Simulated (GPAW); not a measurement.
# CdTe: optical spectrum from first principles, part 2 of 2

Aim: the dielectric function of CdTe, and the optical constants that follow from it. The cell comes from an older database entry, whose edges can differ from later determinations, mostly by under a per cent.

GPAW 26.7.0; DFT, PBE, plane-wave PAW (GPAW data sets), scalar-relativistic, RPA, optical limit.

So far. Step 2 (Ground state): There is a gap, 0.87 eV on this mesh (points off the mesh can give less), so no carriers' term is needed.

The database entry behind the starting cell differs from later determinations by our own check (an axis about 1.1 % short against later determinations), so it need not match the best structure at ambient conditions.

**4. Dielectric function, RPA (continued)**

Some rows of df_x.csv (energy; Re and Im without local fields; Re and Im with them):

```text
0.000000, 9.575331, 0.000000, 8.626275, -0.000000
0.429336, 9.947943, 0.360156, 8.987118, 0.351668
0.878195, 9.252649, 3.120709, 8.257304, 3.113347
1.347938, 9.656229, 0.937704, 8.547663, 0.890193
1.840057, 9.074898, 3.446974, 7.883576, 3.320531
2.356191, 11.809238, 6.056486, 10.399661, 5.511797
2.898142, 9.471156, 6.157631, 7.971024, 5.468246
3.467895, 6.584205, 8.647314, 5.426520, 7.673713
4.067647, 10.322814, 8.197131, 7.811625, 6.184063
4.699832, -0.032611, 10.435831, 0.158401, 8.654110
5.367152, -1.605866, 10.348935, -0.559147, 8.695556
6.072622, -2.059112, 7.272862, -0.691196, 5.603532
6.819608, -3.344177, 4.886826, -1.882382, 4.683704
7.611886, -2.816477, 3.014364, -1.868705, 3.279341
8.453705, -1.752919, 1.753521, -1.374182, 1.831549
9.349861, -1.237077, 1.473928, -0.768394, 1.476762
10.305790, -0.717414, 0.882653, -0.535209, 0.895037
11.327680, -0.377015, 1.021750, -0.036941, 0.972158
12.422601, -0.020924, 0.688815, 0.088135, 0.649329
13.598673, -0.035261, 0.673860, 0.106421, 0.659075
```

The Im ε, E ∥ x or z has structure finer than the step of the table below, so its rows give means over 0.5 eV, whole bins alone (the curve runs from 0 to 14.0 eV). Peaks (eV: height): 0.88: 3.11, 1.77: 3.85, 3.43: 7.68, 4.42: 12.2, 5.17: 8.98.

Sum at mesh points, not converged in k; values under the direct gap are tails of Lorentzian lines. The Im ε, E ∥ x or z by photon energy; means over each step:

| photon energy (eV) | Im ε, E ∥ x or z |
| --- | --- |
| 0.5 | 0.656 |
| 1.0 | 1.93 |
| 1.5 | 1.70 |
| 2.0 | 2.72 |
| 2.5 | 5.73 |
| 3.0 | 6.06 |
| 3.5 | 6.83 |
| 4.0 | 6.54 |
| 4.5 | 10.8 |
| 5.0 | 8.04 |
| 5.5 | 7.48 |
| 6.0 | 5.47 |
| 6.5 | 5.02 |
| 7.0 | 3.87 |
| 7.5 | 3.22 |
| 8.0 | 2.37 |
| 8.5 | 1.80 |
| 9.0 | 1.49 |
| 9.5 | 1.36 |
| 10.0 | 1.23 |
| 10.5 | 0.894 |
| 11.0 | 0.925 |
| 11.5 | 0.995 |
| 12.0 | 0.741 |
| 12.5 | 0.660 |
| 13.0 | 0.756 |
| 13.5 | 0.675 |

The reflectivity at normal incidence, E ∥ x or z has structure finer than the step of the table below, so its rows give means over 0.5 eV, whole bins alone (the curve runs from 0 to 14.0 eV). Peaks (eV: height): 2.36: 31.5, 3.43: 31.4, 4.56: 42.1, 5.56: 44.9, 6.99: 44.1, 7.73: 44.7, 10.17: 36.7.

Sum at mesh points, not converged in k. Table of reflectivity at normal incidence, E ∥ x or z by photon energy; means over each step:

photon energy (eV), reflectivity at normal incidence, E ∥ x or z (%) and a bar from the least value:
```
      0.5       25.5 #############
      1.0       23.6 ###########
      1.5       26.0 #############
      2.0       26.2 #############
      2.5       30.1 ##################
      3.0       29.1 #################
      3.5       29.3 #################
      4.0       29.2 #################
      4.5       40.1 ############################
      5.0       35.3 #######################
      5.5       42.0 ##############################
      6.0       36.1 ########################
      6.5       38.3 ##########################
      7.0       42.0 ##############################
      7.5       39.3 ###########################
      8.0       41.3 #############################
      8.5       41.2 #############################
      9.0       34.6 ######################
      9.5       32.5 ####################
     10.0       32.1 ####################
     10.5       28.6 ################
     11.0       21.1 ########
     11.5       20.6 ########
     12.0       23.6 ###########
     12.5       14.9 ##
     13.0       13.4 
     13.5       14.9 ##
```

The loss function −Im 1/ε at q → 0, E ∥ x or z has structure finer than the step of the table below, so its rows give means over 0.5 eV, whole bins alone (the curve runs from 0 to 14.0 eV). Peaks (eV: height): 12.26: 1.65.

Sum at mesh points, not converged in k; values under the direct gap are tails of Lorentzian lines. The loss function −Im 1/ε at q → 0, E ∥ x or z by energy loss; means over each step:

| energy loss (eV) | loss function −Im 1/ε at q → 0, E ∥ x or z |
| --- | --- |
| 0.5 | 0.00733 |
| 1.0 | 0.0283 |
| 1.5 | 0.0183 |
| 2.0 | 0.0316 |
| 2.5 | 0.0521 |
| 3.0 | 0.0636 |
| 3.5 | 0.0876 |
| 4.0 | 0.0740 |
| 4.5 | 0.0852 |
| 5.0 | 0.121 |
| 5.5 | 0.131 |
| 6.0 | 0.179 |
| 6.5 | 0.186 |
| 7.0 | 0.209 |
| 7.5 | 0.249 |
| 8.0 | 0.294 |
| 8.5 | 0.364 |
| 9.0 | 0.509 |
| 9.5 | 0.584 |
| 10.0 | 0.646 |
| 10.5 | 0.950 |
| 11.0 | 1.06 |
| 11.5 | 0.984 |
| 12.0 | 1.31 |
| 12.5 | 1.48 |
| 13.0 | 1.28 |
| 13.5 | 1.46 |

The Im ε, E ∥ x or z has structure finer than the step of the table below, so its rows give means over 0.5 eV, whole bins alone (the curve runs from 0 to 14.0 eV). Peaks (eV: height): without local fields 0.88: 3.12, 3.43: 8.73, 4.38: 15.6, 5.12: 11.2; with local fields 0.88: 3.11, 1.77: 3.85, 3.43: 7.68, 4.42: 12.2, 5.17: 8.98.

Sum at mesh points, not converged in k; values under the direct gap are tails of Lorentzian lines. The Im ε, E ∥ x or z by photon energy; means over each step:

| photon energy (eV) | without local fields | with local fields |
| --- | --- | --- |
| 0.5 | 0.666 | 0.656 |
| 1.0 | 1.95 | 1.93 |
| 1.5 | 1.79 | 1.70 |
| 2.0 | 2.91 | 2.72 |
| 2.5 | 6.25 | 5.73 |
| 3.0 | 6.83 | 6.06 |
| 3.5 | 7.75 | 6.83 |
| 4.0 | 8.35 | 6.54 |
| 4.5 | 13.5 | 10.8 |
| 5.0 | 10.2 | 8.04 |
| 5.5 | 8.84 | 7.48 |
| 6.0 | 7.08 | 5.47 |
| 6.5 | 5.80 | 5.02 |
| 7.0 | 4.04 | 3.87 |
| 7.5 | 3.26 | 3.22 |
| 8.0 | 2.27 | 2.37 |
| 8.5 | 1.74 | 1.80 |
| 9.0 | 1.60 | 1.49 |
| 9.5 | 1.35 | 1.36 |
| 10.0 | 1.16 | 1.23 |
| 10.5 | 0.930 | 0.894 |
| 11.0 | 0.966 | 0.925 |
| 11.5 | 0.920 | 0.995 |
| 12.0 | 0.635 | 0.741 |
| 12.5 | 0.700 | 0.660 |
| 13.0 | 0.761 | 0.756 |
| 13.5 | 0.676 | 0.675 |

At chosen wavelengths:

| wavelength (nm) | n | k | R (%) | 1/α |
| --- | --- | --- | --- | --- |
| 1550 | 3.09 | 0.416 | 26.9 | 296 nm |
| 1064 | 2.78 | 0.178 | 22.3 | 475 nm |
| 633 | 2.89 | 0.385 | 24.3 | 131 nm |
| 405 | 2.98 | 1.044 | 29.6 | 31 nm |
| 308 | 2.87 | 0.990 | 28.0 | 25 nm |
| 248 | 2.25 | 1.733 | 33.7 | 11 nm |
| 193 | 1.38 | 1.853 | 39.3 | 8.3 nm |

Below the direct gap, k and the depth come from the tails of the Lorentzian lines, not from transitions.

Rows near the edge hang on the gap, which this functional as a rule makes too small, and phonon-assisted absorption is left out.

**5. Outcome**

* electronic dielectric constant ε∞, mean over x, y and z (by symmetry where fewer were run) (RPA): 8.63

**Reading.** At this level (PBE, RPA) CdTe has ε∞ = 8.63 and n = 3.09 at 1550 nm. On the mesh the gap is 0.87 eV and the least direct gap 0.87 eV. Local fields change the static value along x from 9.58 to 8.63 (-10 %). Excitons and phonon-assisted transitions are missing; PBE gaps are as a rule too small, which pulls the onset down and ε∞ up. Spin-orbit coupling is left out although heavy atoms are present. In this version of GPAW the matrix elements of the optical limit are incomplete, which can lower ε − 1 by up to a tenth where first-row anions or d states rule, and shift it by more in d metals. The sum runs over mesh points 0.19 Å⁻¹ apart with no interpolation, so peaks are partly noise of the mesh; over so small a direct gap single mesh points weigh heavily, so ε∞, n and their changes from run to run can be far off.

[Machine, clock and banner lines and Python warnings are left out of the logs.]

[Logs are printed without paths, hosts, clocks, repeated set-up lines and the standing remarks that a program may print on its own settings, such as how far it seeks lower states.]

[Hosts, paths, dates, database ids (printed as entryN), source tags and the programs' standing remarks are cut or masked in the printed files.]
